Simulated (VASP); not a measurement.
Here is a VASP 6.6.1 calculation.

POSCAR

```
MoS2
1.0
    3.1700000000      0.0000000000      0.0000000000
   -1.5850000000      2.7453005300      0.0000000000
    0.0000000000      0.0000000000     17.1200000000
S Mo
2 1
Direct
    0.6666670000      0.3333330000      0.4088785047
    0.6666670000      0.3333330000      0.5911214953
    0.3333330000      0.6666670000      0.5000000000
```

Contents of INCAR.step1:

```
ALGO = Normal
DIPOL = 0.5 0.5 0.500
EDIFF = 1E-4
ENCUT = 520
GGA = PE
IDIPOL = 3
ISMEAR = 0
LASPH = T
LCHARG = F
LDIPOL = T
LREAL = F
LWAVE = T
NBANDS = 20
NELM = 100
PREC = Accurate
SIGMA = 0.03
```

INCAR.step2

```
ALGO = Normal
BPARAM = 11.95
CPARAM = 0.0093
DIPOL = 0.5 0.5 0.500
EDIFF = 1E-6
ENCUT = 520
IDIPOL = 3
ISIF = 2
ISMEAR = 0
ISTART = 1
IVDW_NL = 2
LASPH = T
LCHARG = T
LDIPOL = T
LELF = T
LMIXTAU = T
LREAL = F
LUSE_VDW = T
LVACPOTAV = T
LVHAR = T
LWAVE = F
METAGGA = R2SCAN
NBANDS = 20
NELM = 100
PREC = Accurate
SIGMA = 0.03
```

File KPOINTS:

```
k-points
0
Gamma
  12 12 1
```

Potentials or basis: VASP PAW PBE potentials, release 64 (S, Mo_sv).

Run with:

```console
$ cat potpaw_PBE.64/S/POTCAR potpaw_PBE.64/Mo_sv/POTCAR > POTCAR
$ cp INCAR.step1 INCAR
$ mpirun -np 1 vasp_std > vasp.out
$ cp INCAR.step2 INCAR
$ mpirun -np 1 vasp_std > vasp.out
```

Task: Estimate the ionisation potential of the upper face.

Result: 6.16 eV.

Task: Predict the band gap on the k mesh.

Result: 1.82 eV, indirect (least direct gap 1.83 eV).

Forces on the atoms (eV/Å):
```
S    0.000  0.000  0.058
S    0.000  0.000 -0.058
Mo   0.000  0.000  0.000
```

Caveat: the PAW data sets were made with another functional, which shifts forces and pressure a little. r2SCAN opens gaps a little over a GGA but as a rule still falls short of measured ones.
